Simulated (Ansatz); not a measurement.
## CdF2 (fluorite): gap against strain (uniaxial along x, other directions held)

CdF2 (fluorite), relaxed with r2SCAN in the PAW code Ansatz, then strained (uniaxial along x, other directions held; changes of length per length, axes as in the cell below) with the atoms relaxed again within the symmetry that is left. The symmetry is Fm-3m (No. 225, cubic); a = 5.388 Å in the conventional setting, 13.04 Å³ an atom. Around Cd lie 8 F at 2.33 Å; around F lie 4 Cd at 2.33 Å. (Simulation; spin polarisation is off.)

```
CELL_PARAMETERS angstrom
0.00000 2.69418 2.69418
2.69418 0.00000 2.69418
2.69418 2.69418 0.00000
ATOMIC_POSITIONS crystal
Cd 0.00000 0.00000 0.00000
F 0.25000 0.25000 0.25000
F 0.75000 0.75000 0.75000
```

Gaps are the least over each mesh (PBE 8×8×8, r2SCAN 8×8×8 when unstrained) and the special points, which keep their unstrained names; stress is the change from the unstrained cell, compression positive.

| strain (%) | gap, PBE (eV) | gap, r2SCAN (eV) | edges, r2SCAN | stress along the strain, r2SCAN (GPa) | energy rise, r2SCAN (meV/atom) |
| --- | --- | --- | --- | --- | --- |
| -5.29 | 3.201 | 3.898 | (0.307, -1/2, -0.193) → Γ | +11.45 | 23.6 |
| 0.0 | 3.100 | 3.794 | W → Γ | 0.00 | 0.0 |
| +2.5 | 2.981 | 3.673 | W → Γ | -4.52 | 4.7 |
| +2.95 | 2.958 | 3.649 | W → Γ | -5.29 | 6.4 |

Between zero and the nearest strains the slope of the r2SCAN gap against strain is -0.020 eV per percent for negative and -0.048 for positive strain.

Spin-orbit coupling is left out.

Where an edge lies off the special points, it is a point of the mesh or the k point where a search put PBE's edge or least direct gap, reused for the other functionals, whose own edges may lie a little apart.

Coordinates of k points refer to the reciprocal vectors of the primitive cell of the runs.
